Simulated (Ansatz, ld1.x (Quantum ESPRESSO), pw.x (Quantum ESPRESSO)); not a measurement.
**Co: one change to the PAW potential, in the atom and in the fcc crystal**

- Element: Co
- Generator: ld1.x (Quantum ESPRESSO) 7.5
- Type: PAW
- Functional: PBE
- Relativity: scalar-relativistic
- Frozen core: [Ar]
- Valence charge: 9
- Reference configuration: 3d7 4s2 4p0
- Partial waves: 4s (bound): rcut 2.20, rcutus 2.95 bohr; 4s channel at 1.05 Ry: rcut 2.20, rcutus 2.95 bohr; 4p (bound, empty): rcut 3.35, rcutus 3.60 bohr; 4p channel at 1.15 Ry: rcut 3.35, rcutus 3.60 bohr; 3d (bound): rcut 1.15, rcutus 1.60 bohr; 3d channel at -0.15 Ry: rcut 1.15, rcutus 1.60 bohr
- Local potential: all-electron potential smoothed inside 2.75 bohr (lloc = -2)
- Core correction: Bessel-smoothed model core inside 1.00 bohr
- Augmentation charge: PSQ, radius 1.20 bohr

Change: core correction none.

Cutoffs, loose and tight: the cutoffs (Ry, on a coarse ladder) from which the occupation-weighted sum of valence levels, in a spherical-Bessel basis at the reference potential, stays within 10 and 1 mRy of its value at 400 Ry. They do not see the model core or the augmentation charge, which bear on the density cutoff. Test errors are all-electron minus pseudo excitation energies from the reference, over the configurations 3d7 4s1 4p0; 3d7 4s0 4p0; 3d6 4s0 4p0; 3d7 4s0 4p2; 3d5 4s0 4p0; 3d7 4s0 4p1; 3d7 4s1 4p1; variants that change the core or the reference have their own tests.

Crystal test: fcc Co in pw.x 7.5, no spin, 16³ k-points, Fermi–Dirac smearing 0.01 Ry, cutoffs set for each file from its atomic test. The reference is all-electron LAPW (Ansatz 0.2.0) with the same functional, mesh and smearing; V0 and B0 come from Birch–Murnaghan fits to the pressures at five volumes. Errors are pseudo minus all-electron; Δ is the rms difference of the E(V) curves that follow from these fits, minima aligned, over ±6 % about the mean V0. Mesh and smearing are coarse, so the numbers serve the comparison and aren't converged zero-temperature values; the lattice is a test structure that the element need not adopt. Spin polarisation and strong correlation are left out, which matters for this element.

All-electron: a0 = 3.461 Å (V0 = 10.36 Å³/atom), B0 = 248.3 GPa.

Problem. Does the change bring the crystal closer to the all-electron result?

Solution. The mean pressure error goes from +8.80 to +10.24 GPa, so the change moves the solid further from the all-electron pressures. The B0 error goes the other way, from -9.8 to -8.3 %.

```csv
quantity,base,changed
outcome (atom),generated,generated
"cutoff, loose (atom)",40 Ry,40 Ry
"cutoff, tight (atom)",70 Ry,70 Ry
bound ghosts (atom),none,none
largest test error (meV) (atom),-15 over the solved tests; 2 of 7 tests not solved or not reliable,-4.8 over the solved tests; 2 of 7 tests not solved or not reliable
cutoffs in pw.x (Ry),85/680,85/680
a0 (Å),3.505,3.511
a0 error (%),+1.29,+1.45
B0 error (%),-9.8,-8.3
Δ (meV/atom),20.3,23.1
mean pressure error (GPa),+8.80,+10.24
```

Base: The largest radius (3.60 bohr) exceeds half the bond length (2.31 bohr), so the spheres overlap, which is one possible source of error among others. This is a poor potential for the solid. Atomic configuration tests: 2 of 7 tests not solved or not reliable. Changed file: The largest radius (3.60 bohr) exceeds half the bond length (2.31 bohr), so the spheres overlap, which is one possible source of error among others. This is a poor potential for the solid. Atomic configuration tests: 2 of 7 tests not solved or not reliable. The atomic cutoffs weigh occupied waves only.
